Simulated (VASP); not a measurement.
Wanted: the native input for a VASP 6.6.1 run.

```
Task                   : band structure
Functional             : PBE
Potentials or basis    : VASP PAW PBE potentials, release 64 (Be_sv)
Cutoff                 : 600 eV
k mesh                 : 12 × 12 × 13
Occupations            : fermi-dirac, width 0.05 eV
Spin                   : no spin polarisation
Further INCAR settings : ALGO = Normal; EDIFF = 1e-06; NBANDS = 8
```

The system is Be.

```
Be
1.0
     2.23274    0.00000    0.00000
     0.00000    2.23274    0.00000
     0.00000    0.00000    2.06565
Be
1
Direct
  0.50000 0.50000 0.00000
```

The cell was built by a generator and needn't be a form met in nature.

The input as run:

POSCAR

```
Be
1.0
    2.2327400000      0.0000000000      0.0000000000
    0.0000000000      2.2327400000      0.0000000000
    0.0000000000      0.0000000000      2.0656500000
Be
1
Direct
    0.5000000000      0.5000000000      0.0000000000
```

INCAR.step1

```
SYSTEM = Be
PREC = Accurate ; ENCUT = 600
EDIFF = 1E-6 ; ISMEAR = -1
SIGMA = 0.05 ; LREAL = .False.
LASPH = .True. ; NELM = 80
ALGO = Normal ; ISIF = 2
LWAVE = .False. ; LCHARG = .True.
GGA = PE ; NBANDS = 8
```

KPOINTS.step1

```
Automatic mesh
0
Gamma
  12 12 13
  0 0 0
```

INCAR.step2

```
SYSTEM = Be
PREC = Accurate ; ENCUT = 600
EDIFF = 1E-6 ; ISMEAR = 0
SIGMA = 0.05 ; LREAL = .False.
LASPH = .True. ; NELM = 80
ALGO = Normal ; ISIF = 2
LWAVE = .False. ; LCHARG = .False.
GGA = PE ; NBANDS = 8
ICHARG = 11
```

KPOINTS.step2

```
path GXMGZRAZ,XR,MA
20
line-mode
reciprocal
 0.0000000000  0.0000000000  0.0000000000  G
 0.0000000000  0.5000000000  0.0000000000  X

 0.0000000000  0.5000000000  0.0000000000  X
 0.5000000000  0.5000000000  0.0000000000  M

 0.5000000000  0.5000000000  0.0000000000  M
 0.0000000000  0.0000000000  0.0000000000  G

 0.0000000000  0.0000000000  0.0000000000  G
 0.0000000000  0.0000000000  0.5000000000  Z

 0.0000000000  0.0000000000  0.5000000000  Z
 0.0000000000  0.5000000000  0.5000000000  R

 0.0000000000  0.5000000000  0.5000000000  R
 0.5000000000  0.5000000000  0.5000000000  A

 0.5000000000  0.5000000000  0.5000000000  A
 0.0000000000  0.0000000000  0.5000000000  Z

 0.0000000000  0.5000000000  0.0000000000  X
 0.0000000000  0.5000000000  0.5000000000  R

 0.5000000000  0.5000000000  0.0000000000  M
 0.5000000000  0.5000000000  0.5000000000  A
```

Potentials or basis: VASP PAW PBE potentials, release 64 (Be_sv).

Command:

```sh
$ cat potpaw_PBE.64/Be_sv/POTCAR > POTCAR
$ cp INCAR.step1 INCAR
$ cp KPOINTS.step1 KPOINTS
$ mpirun -np 1 vasp_std > vasp.out
$ cp INCAR.step2 INCAR
$ cp KPOINTS.step2 KPOINTS
$ mpirun -np 1 vasp_std > vasp.out
```

Results of the run:

```
Band gap along the path : none (metal or under the smearing width)
```

Caveat: the log is that of the step along the path at fixed density, whose energy, stress, charges and moments have no meaning.

It took 12 s on 1 thread of Intel(R) Xeon(R) Platinum 8488C (Sapphire Rapids), with other jobs on the host, peak memory 0.12 GiB.
